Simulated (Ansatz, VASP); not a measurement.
**GaAs: VASP beside Ansatz**

```xyz
2
Lattice="0.0000 2.8727 2.8727 2.8727 0.0000 2.8727 2.8727 2.8727 0.0000" Properties=species:S:1:pos:R:3 pbc="T T T"
Ga    0.0000    0.0000    0.0000
As    1.4363    1.4363    1.4363
```

Alike in both runs: functional PBE; k mesh 12 × 12 × 12; occupations gaussian, width 0.01 eV; no spin polarisation.

Ansatz relaxed the structure, and its values are those at the end. VASP's run is a single point on that final structure, the one shown.

```csv
,VASP,Ansatz
version,VASP 6.6.1,Ansatz 0.2.0
potentials or method,"VASP PAW PBE potentials, release 64 (Ga_d, As)","scalar-relativistic, plane waves, PAW"
plane-wave cutoff (eV),520,420
valence electrons in the cell,18,28
```

Ansatz gave:

```
gap on the k mesh at the Fermi level (eV) : 0.16
least direct gap on the mesh (eV)         : 0.16
pressure (GPa)                            : 0.0
```

**Question.** What did VASP give for the same quantities?

**Answer.** gap on the k mesh at the Fermi level (eV): 0.16; least direct gap on the mesh (eV): 0.16; pressure (GPa): 0.2.

The two sets of potentials don't hold the same shells in valence.
